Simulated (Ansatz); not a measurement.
**HfO2 (P2_1/c): the host for defect calculations**

Before any defect goes in: HfO2 (P2_1/c) at rest, and how it screens a charge.

Calculated with Ansatz 0.2.0; plane-wave PAW DFT, PBEsol; relaxation of the host's cell and atoms; PAW set soft_1, in the first sound run; inputs show where later runs differ.

## (1) The starting structure

The structure is monoclinic, space group P2_1/c (No. 14). Conventional cell: a = 5.094 Å, b = 5.151 Å, c = 5.276 Å, α = 90.00°, β = 99.56°, γ = 90.00°. Nearest to Hf lie 7 O at 2.03 to 2.24 Å. Nearest to O lie 4 Hf at 2.13 to 2.24 Å. Nearest to O lie 3 Hf at 2.03 to 2.13 Å. Farther neighbours and most contacts between anions are not listed.

## (2) Host cell relaxation

Cell and atoms are relaxed together, until forces and stress fall under their thresholds.

File cell/input.yaml:

```yaml
crystal:
  lattice:
    - [5.094175, 0.0, 0.0]
    - [0.0, 5.1506447, 0.0]
    - [-0.876169, 0.0, 5.2029535]
  atoms:
    - { symbol: Hf, position: [0.27613578, 0.45806468, 0.70790733] }
    - { symbol: Hf, position: [0.72386422, 0.95806468, 0.79209267] }
    - { symbol: Hf, position: [0.72386422, 0.54193532, 0.29209267] }
    - { symbol: Hf, position: [0.27613578, 0.04193532, 0.20790733] }
    - { symbol: O, position: [0.44799782, 0.74252595, 0.97857799] }
    - { symbol: O, position: [0.55200218, 0.24252595, 0.52142201] }
    - { symbol: O, position: [0.55200218, 0.25747405, 0.02142201] }
    - { symbol: O, position: [0.44799782, 0.75747405, 0.47857799] }
    - { symbol: O, position: [0.06836078, 0.33075888, 0.34625278] }
    - { symbol: O, position: [0.93163922, 0.83075888, 0.15374722] }
    - { symbol: O, position: [0.93163922, 0.66924112, 0.65374722] }
    - { symbol: O, position: [0.06836078, 0.16924112, 0.84625278] }
basis:
  ecutwfc: 420
  xc_grid: 2
hamiltonian:
  xc: pbesol
  pseudopotentials: { kind: paw, azcp: { folder: soft_1 }, xc_functional: pbe }
kpoints:
  mp_grid: { grid: [6, 6, 6] }
scf:
  occupations: { method: fixed }
  max_iter: 100
relax:
  f_tol: 0.005
  max_steps: 60
  cell: {}
output:
  forces: true
  stress: true
checkpoint:
  write: "../cell.run"
  compress: false
  write_wavefunctions: false
  write_every: 100000
```

The run is started by

```
$ ansatz run input.yaml --threads 32 --pin off --max-ram 84787MiB --backend cuda --events-out ev --progress --plain --runs-dir out --max-vram 78GiB
```

Numbers of over 12 decimals in the logs are rounded to 6 here.

Output:

```text
[... repeated set-up lines and file paths are left out, and long positions are rounded to six places ...]
Engine: ansatz 0.2.0, aarch64-unknown-linux-gnu
Pseudopotentials: kind: paw
Pseudopotential: Hf, paw, valence charge 26, recommended cutoff 420 eV (normal), soft_1/Hf.paw.azcp
Pseudopotential: O, paw, valence charge 6, recommended cutoff 420 eV (normal), soft_1/O.paw.azcp
Functional definition: PBEsol
  exchange = pbesol_x
  correlation = pbesol_c
[...]
Crystal: 12 atoms, lattice volume = 136.517 Å³
Basis set: ecut = 420 eV, 2677 PW (Γ), exchange–correlation on 72×72×72 points (8 copies of the dense FFT grid, shifted against one another)
Bands: 92, of which v1, the nominal top of the filled ones, is band 76 counted from 1 (75 counted from 0)
Symmetry: 4 space group operations
Space group: P21/c (ITA 14), of the structure as read, at distance tolerance 5.1e-5 Å
k-points: 80 of 216
Non-local potential: Hf, projectors of the file, l = 0: 3, l = 1: 2, l = 2: 2, l = 3: 3
Non-local potential: O, projectors of the file, l = 0: 2, l = 1: 2, l = 2: 1
PAW form: soft (Blöchl's): semilocal exchange-correlation on the pseudo side does not see the compensation charge
PAW frozen core: Hf, regenerated for the run's functional, and the local potential with it (the file was generated under x = pbe(κ = 0.804, μ = 0.219515), c = pbe(β = 0.066725))
PAW frozen core: O, regenerated for the run's functional, and the local potential with it (the file was generated under x = pbe(κ = 0.804, μ = 0.219515), c = pbe(β = 0.066725))
PAW one-centre angular grid: Hf, 590 points (default); XC on 64 Gauss nodes
PAW one-centre angular grid: O, 110 points (default); XC on 64 Gauss nodes
Initial density: superposition of atomic densities (chi_scale 0.1, normalization cell, long waves kept (reshape's long-wave potential 0.02 eV rms))
Initial wavefunctions: pseudopotential atomic-orbital guess
[...]
Functional: x = pbesol(κ = 0.804, μ = 0.123457), c = pbesol(β = 0.046)
SCF iter   1: F=—  HF=-66907.275760 eV  |Δ(HF+E_count)|=         —  Δρ=9.31e-2  dr2=9.67e0  Hψ=20270
preconditioner: auto → Resta (q_TF=auto, 2.778 Å⁻¹)  ε∞=4.9  [insulator: Δε(μ)=3.037 eV  Ē_g=19.246 eV  n_scr=48 (ndim 8)  ℏωp=38.1 eV  f_vac=0.007  ε∞_Penn≈4.9]
SCF iter   2: F=—  HF=-66905.036464 eV  |Δ(HF+E_count)|=    2.24e0  Δρ=4.19e-2  dr2=2.25e0  Hψ=14402
[...]
SCF iter  11: F=-66904.250994 eV  HF=-66904.250994 eV  |Δ(HF+E_count)|=   1.60e-7  Δρ=3.44e-6  dr2=1.66e-8  Hψ=30186
SCF 1 converged in 11 iterations: F = -66904.250994 eV  dr2 = 1.66e-8
  greatest PAW one-centre occupation: 0.999 electrons in one spin orbital (limit 2), on the Hf atom at site 2 (counted from 0), in its partial waves of l = 3
relax step   1: F+E_penalty+E_count = -66904.25099371 eV  Δ(F+E_penalty+E_count) = +0.000e0 eV  max|allowed force component| = 1.530e-1 eV/Å  Δτ_max = 0.0000 Å  P = +1.784 GPa  Ω = 136.517 Å³  (11 SCF iters, dr2 threshold 1.00e-7 eV, accepted)
[... the SCF cycles and remarks between the steps are left out from here to the last step ...]
relax step   2: F+E_penalty+E_count = -66904.25417457 eV  Δ(F+E_penalty+E_count) = -3.181e-3 eV  max|allowed force component| = 4.125e-2 eV/Å  Δτ_max = 0.0070 Å  P = -0.336 GPa  Ω = 137.526 Å³  energy of the carried Pulay correction = -3.512e-3 eV  (7 SCF iters, dr2 threshold 1.20e-6 eV, accepted)
relax step   3: F+E_penalty+E_count = -66904.25546800 eV  Δ(F+E_penalty+E_count) = -1.293e-3 eV  max|allowed force component| = 1.813e-2 eV/Å  Δτ_max = 0.0037 Å  P = -0.118 GPa  Ω = 137.425 Å³  energy of the carried Pulay correction = -3.160e-3 eV  (5 SCF iters, dr2 threshold 5.72e-7 eV, accepted)
relax step   4: F+E_penalty+E_count = -66904.25729935 eV  Δ(F+E_penalty+E_count) = -1.831e-3 eV  max|allowed force component| = 2.243e-2 eV/Å  Δτ_max = 0.0252 Å  P = -0.033 GPa  Ω = 137.239 Å³  energy of the carried Pulay correction = -2.517e-3 eV  (7 SCF iters, dr2 threshold 1.23e-7 eV, accepted)
relax step   5: F+E_penalty+E_count = -66904.25800266 eV  Δ(F+E_penalty+E_count) = -7.033e-4 eV  max|allowed force component| = 1.418e-2 eV/Å  Δτ_max = 0.0217 Å  P = -0.077 GPa  Ω = 137.121 Å³  energy of the carried Pulay correction = -2.105e-3 eV  (7 SCF iters, dr2 threshold 3.15e-8 eV, accepted)
relax step   6: F+E_penalty+E_count = -66904.25822769 eV  Δ(F+E_penalty+E_count) = -2.250e-4 eV  max|allowed force component| = 1.896e-3 eV/Å  Δτ_max = 0.0060 Å  P = +0.002 GPa  Ω = 137.124 Å³  energy of the carried Pulay correction = -2.117e-3 eV  (5 SCF iters, dr2 threshold 1.80e-7 eV, accepted)
[...]
iter 1 solved again at ethr=5.09e-8 eV; its pass at ethr=3.10e-3 eV (dr2=7.74e-5 eV) is discarded
SCF iter   1: F=—  HF=-66904.259370 eV  |Δ(HF+E_count)|=         —  Δρ=1.44e-4  dr2=9.42e-7  Hψ=44410
[...]
SCF iter   2: F=—  HF=-66904.260391 eV  |Δ(HF+E_count)|=   1.02e-3  Δρ=7.32e-5  dr2=2.93e-7  Hψ=12831
SCF iter   3: F=—  HF=-66904.260422 eV  |Δ(HF+E_count)|=   3.13e-5  Δρ=1.08e-5  dr2=4.44e-8  Hψ=10791
SCF iter   4: F=—  HF=-66904.260422 eV  |Δ(HF+E_count)|=   3.92e-7  Δρ=1.93e-6  dr2=3.10e-9  Hψ=11725
SCF iter   5: F=—  HF=-66904.260422 eV  |Δ(HF+E_count)|=   1.14e-8  Δρ=8.66e-7  dr2=1.05e-9  Hψ=12046
SCF iter   6: F=-66904.260422 eV  HF=-66904.260422 eV  |Δ(HF+E_count)|=   1.18e-9  Δρ=2.27e-7  dr2=4.09e-11  Hψ=42877
SCF 7 converged in 6 iterations: F = -66904.260422 eV  dr2 = 4.09e-11
relax step   7: F+E_penalty+E_count = -66904.26042247 eV  Δ(F+E_penalty+E_count) = -2.195e-3 eV  max|allowed force component| = 2.029e-3 eV/Å  Δτ_max = 0.0000 Å  P = +0.032 GPa  Ω = 137.124 Å³  stress off target by 4.59e-2 GPa  SCF on the basis re-selected at this cell (its energy is not comparable with the rows above)  (6 SCF iters)
basis re-selected at this cell: Δ(F+E_penalty+E_count) = -2.195e-3 eV, ΔP = +0.030 GPa vs the last step (what re-selecting the basis moved, of the pressure what is left beyond the Pulay correction that the steps carried, after the strain that the cell walked [...]
SCF converged after 6 iterations
Free energy (F): -66904.260422 eV
Harris-Foulkes:  -66904.260422 eV  (|F-HF|=5.82e-11)
Internal energy: -66904.260422 eV  (E = F + TS)
E sigma→0 (E₀):  -66904.260422 eV
Fermi energy:    12.995809 eV
--- Per-component energies (eV) ---
  E_band       = -157.874753
  E_kinetic    = 2971.047500
  E_local      = -29481.915057  (includes V_loc(G=0)·N_el)
  E_nonlocal   = 705.730848
  E_hartree    = 14002.751009
  E_xc         = -1623.480972
  E_vxc        = -1743.989867  (∫ρ·V_xc dr)
  E_paw        = -31573.299200  (= ΣΔE_a)
  E_vpaw       = -614.256213  (= ΣTr[D̂ρ^β])
  E_aug_tail   = 0.006528  (compensation charges beyond the density's cutoff)
  E_ewald      = -21910.387605
  E_core_change = 5.286528  (= ΣΔE_core)
  E_smearing   = -0.000000  (= −TS)
  E_closure    = -0.000000  (closes the sum)
  Σ components = -66904.260422   (vs F -66904.260422, Δ=0.00e0)
--- Forces (eV/Å), atoms counted from 1 ---
  atom   1  Hf     0.00005451     0.00202909    -0.00041263
  atom   2  Hf    -0.00005451     0.00202909     0.00041263
  atom   3  Hf    -0.00005451    -0.00202909     0.00041263
  atom   4  Hf     0.00005451    -0.00202909    -0.00041263
  atom   5  O     -0.00092667     0.00023483     0.00003403
  atom   6  O      0.00092667     0.00023483    -0.00003403
  [... 6 more lines of this table ...]
  max |Σ_I F_I| component: 0.00e0 eV/Å
--- Stress (GPa, compression-positive) ---
        0.027230       0.000000      -0.005374
        0.000000       0.045923       0.000000
       -0.005374       0.000000       0.022487
  P = ⅓ Tr σ = 0.0319 GPa (0.319 kbar)
--- Band table (eV; the first three rows and the last of 80) ---
  k-point 0: bands = ["-47.2754", "-47.2539", "-47.2506", "-47.2496", "-16.3935", "-16.3614", "-16.3377", "-16.1259", "-16.0641", [... rest cut ...]
  k-point 1: bands = ["-47.2738", "-47.2549", "-47.2506", "-47.2501", "-16.3752", "-16.3316", "-16.3237", "-16.1500", "-16.0829", [... rest cut ...]
--- Relaxed structure (6 steps of the walk, 6 accepted, 1 SCFs on fresh bases) ---
  F+E_penalty+E_count = -66904.26042247 eV   max|allowed force component| = 2.029e-3 eV/Å   (the final SCF, on the basis selected at the relaxed cell)
  cell:  # Å, volume = 137.1243 Å³
    - [5.096063, 0.0, -0.00164996]
    - [0.0, 5.177530, 0.0]
    - [-0.878179, 0.0, 5.197337]
  atoms:
    - { symbol: Hf, position: [0.277155, 0.457022, 0.708187] }
    - { symbol: Hf, position: [0.722845, 0.957022, 0.791813] }
    - { symbol: Hf, position: [0.722845, 0.542978, 0.291813] }
    - { symbol: Hf, position: [0.277155, 0.042978, 0.208187] }
    - { symbol: O, position: [0.447132, 0.741797, 0.980022] }
    - { symbol: O, position: [0.552868, 0.241797, 0.519978] }
  [... 6 more lines of this table ...]
```

Elapsed: 5.8 s, on 1 × NVIDIA GB200 with 32 threads of Arm Neoverse V2, shared host; peak memory 0.97 GiB.

The steps of the relaxation:

| step | energy less that of the first step (eV) | largest force component (eV/Å) | pressure (GPa) | volume (Å³) |
| --- | --- | --- | --- | --- |
| 1 | 0.0000 | 0.1530 | 1.78 | 136.52 |
| 2 | -0.0032 | 0.0412 | -0.34 | 137.53 |
| 3 | -0.0045 | 0.0181 | -0.12 | 137.42 |
| 4 | -0.0063 | 0.0224 | -0.03 | 137.24 |
| 5 | -0.0070 | 0.0142 | -0.08 | 137.12 |
| 6 | -0.0072 | 0.0019 | 0.00 | 137.12 |
| 7* | -0.0094 | 0.0020 | 0.03 | 137.12 |

Relaxation steps marked * repeat the geometry before them on a plane-wave basis chosen anew for their cell, so energy and pressure can jump there.

The run keeps the 4 symmetry operations that it works with, so distortions that break them were not tested.

| cell as run | before | after | change |
| --- | --- | --- | --- |
| a (Å) | 5.094 | 5.096 | +0.0 % |
| b (Å) | 5.151 | 5.178 | +0.5 % |
| c (Å) | 5.276 | 5.271 | -0.1 % |
| β (°) | 99.56 | 99.61 | +0.1 % |
| volume (Å³/atom) | 11.38 | 11.43 | +0.4 % |

The atoms that moved most (Å, as changes of fractional coordinates times the final cell):

| atom | dx | dy | dz | length |
| --- | --- | --- | --- | --- |
| O10 | -0.020 | 0.035 | 0.028 | 0.049 |
| O9 | 0.020 | 0.035 | -0.028 | 0.049 |
| O12 | 0.020 | -0.035 | -0.028 | 0.049 |
| O11 | -0.020 | -0.035 | 0.028 | 0.049 |
| O8 | -0.006 | 0.004 | 0.007 | 0.010 |
| O5 | -0.006 | -0.004 | 0.007 | 0.010 |
| O7 | 0.006 | 0.004 | -0.007 | 0.010 |
| O6 | 0.006 | -0.004 | -0.007 | 0.010 |

This step gave:

- pressure: 0.03188 GPa

The relaxation ends with a largest force component of 0.0020 eV/Å and a pressure of 0.03 GPa.

## (3) Dielectric tensors of the host

The response to a uniform electric field gives the electronic dielectric tensor.

This step: plane-wave PAW DFPT, PBEsol; dielectric tensors, Born charges and zone-centre modes of the host; PAW set soft_1 (Ansatz 0.2.0).

File eps/input.yaml:

```yaml
crystal:
  lattice:
    - [5.0960628966, 0.0, -0.0016499638]
    - [0.0, 5.1775298282, 0.0]
    - [-0.8781789037, 0.0, 5.197337419]
  atoms:
    - { symbol: Hf, position: [0.2771546146, 0.4570218243, 0.70818701] }
    - { symbol: Hf, position: [0.7228453854, 0.9570218243, 0.79181299] }
    - { symbol: Hf, position: [0.7228453854, 0.5429781757, 0.29181299] }
    - { symbol: Hf, position: [0.2771546146, 0.0429781757, 0.20818701] }
    - { symbol: O, position: [0.4471316577, 0.7417965525, 0.9800217198] }
    - { symbol: O, position: [0.5528683423, 0.2417965525, 0.5199782802] }
    - { symbol: O, position: [0.5528683423, 0.2582034475, 0.0199782802] }
    - { symbol: O, position: [0.4471316577, 0.7582034475, 0.4800217198] }
    - { symbol: O, position: [0.0712948959, 0.3374658308, 0.3407824699] }
    - { symbol: O, position: [0.9287051041, 0.8374658308, 0.1592175301] }
    - { symbol: O, position: [0.9287051041, 0.6625341692, 0.6592175301] }
    - { symbol: O, position: [0.0712948959, 0.1625341692, 0.8407824699] }
basis:
  ecutwfc: 420
hamiltonian:
  xc: pbesol
  pseudopotentials: { kind: paw, azcp: { folder: soft_1 }, xc_functional: pbe }
kpoints:
  mp_grid: { grid: [5, 5, 5] }
scf:
  occupations: { method: fixed }
  max_iter: 100
phonons:
  method: dfpt
  dielectric: true
  rigid_motions: translations
```

Output:

```text
[...]
Crystal: 12 atoms, lattice volume = 137.124 Å³
Basis set: ecut = 420 eV, 2689 PW (Γ), exchange–correlation on 72×72×72 points (8 copies of the dense FFT grid, shifted against one another)
Bands: 92, of which v1, the nominal top of the filled ones, is band 76 counted from 1 (75 counted from 0)
Symmetry: 4 space group operations
k-points: 63 of 125 (irreducible under 1 space group operation, time reversal used)
[...]
SCF iter   1: F=—  HF=-66907.277756 eV  |Δ(HF+E_count)|=         —  Δρ=9.33e-2  dr2=9.75e0  Hψ=16523
[...]
SCF iter   2: F=—  HF=-66905.030026 eV  |Δ(HF+E_count)|=    2.25e0  Δρ=4.16e-2  dr2=2.23e0  Hψ=11661
[...]
SCF iter  14: F=-66904.260385 eV  HF=-66904.260385 eV  |Δ(HF+E_count)|=  7.28e-11  Δρ=2.12e-7  dr2=4.36e-11  Hψ=42125
SCF 1 converged in 14 iterations: F = -66904.260385 eV  dr2 = 4.36e-11
[...]
the response reads at least the filled bands of the reference SCF and the lowest empty band at each k-point, and that SCF's band table does not vouch for those bands. The notice of the band table in this run's record says why
[...]
NSCF: frozen V_eff on 1 k-points
[...]
concurrent solve slots: 20 of 32 are kept, ahead of what memory takes: no pass of the eigensolver takes more rounds on 20
[...]
DFPT response loops at q = (0, 0, 0) (fractional): preconditioner auto → Resta (q_TF=auto, 2.776 Å⁻¹)  ε∞=3.9 (no band partly filled); β = 1.00, the filter's whole step (`scf.mixing.beta` (0.50) is not read by the response loops at its default; [...]
[...]
DFPT response loops at Γ: preconditioner auto → Resta (q_TF=auto, 2.776 Å⁻¹)  ε∞=3.9 (no band partly filled); β = 1.00, the filter's whole step (`scf.mixing.beta` (0.50) is not read by the response loops at its default; [...]
[...]
SCF 1 converged in 5 iterations: F = -66903.978632 eV  dr2 = 8.55e-8
[...]
SCF converged after 14 iterations
[...]
246.25      1             0.2715
        249.50      1             0.0000
        249.86      1            16.8962
        309.66      1            63.3040
        324.39      1             0.0000
        325.38      1             0.0000
        331.22      1            26.1867
        343.08      1            36.8957
        376.31      1             0.0000
        385.35      1            42.3848
        390.98      1             0.0000
        400.53      1            28.4731
        482.18      1             0.0000
        489.64      1            13.4309
        500.51      1             0.0000
        501.82      1            19.8667
        537.93      1             0.0000
        557.07      1             0.0000
        591.46      1            13.4933
        617.07      1             0.0000
        641.22      1             0.0456
        651.68      1             0.0000
        718.58      1            15.6007
        755.52      1             0.0000
  optical modes at Γ + LO–TO along q̂ = [1.0000, 0.0000, 0.0000]:
      ω (cm⁻¹)  modes    IR ((D/Å)²/amu)
        116.31      1             0.0000
        126.95      1             0.0000
        129.57      1             0.0373
        130.17      1             0.0000
        143.74      1             0.0000
        162.96      1             0.0000
        179.02      1             0.8567
        238.21      1             0.0000
        244.96      1             5.4518
        246.95      1             1.3765
        249.50      1             0.0000
        249.86      1            16.8962
        324.39      1             0.0000
        325.38      1             0.0000
        331.04      1            22.1609
        343.08      1            36.8957
[...]
optical modes at Γ + LO–TO along q̂ = [0.0000, 1.0000, 0.0000]:
      ω (cm⁻¹)  modes    IR ((D/Å)²/amu)
[...]
optical modes at Γ + LO–TO along q̂ = [0.0000, 0.0000, 1.0000]:
      ω (cm⁻¹)  modes    IR ((D/Å)²/amu)
[...]
489.64      1            13.4309
        495.90      1            19.6809
        500.51      1             0.0000
        537.93      1             0.0000
        557.07      1             0.0000
        591.46      1            13.4933
        617.07      1             0.0000
        632.38      1            77.0506
        641.22      1             0.0456
        651.68      1             0.0000
        720.98      1            18.0889
        755.52      1             0.0000
```

It took 23 s on 1 × NVIDIA GB200 with 32 threads; peak memory 4.2 GiB.

In the SCF lines HF is the Harris–Foulkes energy and dr2 the Hartree energy of the density residual, in eV; the loop may stop once dr2 is under the threshold and the program's other checks hold. Hψ counts applications of the Hamiltonian.

Electronic dielectric tensor:

```
5.04 0.00 0.14
0.00 5.07 0.00
0.14 0.00 4.75
```

Static dielectric tensor:

```
20.65  0.00  1.35
 0.00 18.84  0.00
 1.35  0.00 15.26
```

The principal values of the electronic dielectric tensor are 4.69, 5.07 and 5.10. The principal values of the static dielectric tensor are 14.94, 18.84 and 20.97.

(Continued in part 2 of 2.)

[Logs are printed without paths, hosts, clocks, repeated set-up lines and the standing remarks that a program may print on its own settings, such as how far it seeks lower states.]

[Hosts, paths, dates, database ids (printed as entryN), source tags and the programs' standing remarks are cut or masked in the printed files.]

[Runs of the host that timed out are not shown.]

[For some hosts the program warned that the k-mesh of the response run may be too coarse for force constants and the static dielectric constant; such warnings are not always shown.]
